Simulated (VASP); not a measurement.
A run of VASP 6.6.1 is set up as follows.

Contents of INCAR:

```
PREC     = Accurate       # precision mode
ENCUT    = 520            # plane-wave cutoff, eV
EDIFF    = 1E-7           # SCF threshold, eV
ISMEAR   = 0              # smearing method
SIGMA    = 0.15           # smearing width, eV
LREAL    = False          # projectors in reciprocal space
LASPH    = True           # aspherical terms in the spheres
NELM     = 100            # most SCF steps
ALGO     = Fast           # electronic algorithm
ISIF     = 2              # what is computed and relaxed
LWAVE    = False          # write WAVECAR
LCHARG   = False          # write CHGCAR
NBANDS   = 8              # bands
```

The input KPOINTS:

```
Automatic mesh
0
Gamma
  20 20 20
```

Contents of POSCAR:

```
Li
1.0
   -1.7500000000      1.7500000000      1.6100000000
    1.7500000000     -1.7500000000      1.6100000000
    1.7500000000      1.7500000000     -1.6100000000
Li
1
Direct
    0.0000000000      0.0000000000      0.0000000000
```

Potentials or basis: VASP PAW LDA potentials, release 64 (Li_sv).

Run with:

```sh
$ cat potpaw_LDA.64/Li_sv/POTCAR > POTCAR
$ mpirun -np 1 vasp_std > vasp.out
```

Q: What does it give for the band gap on the k mesh?

A: None (metal or under the smearing width).
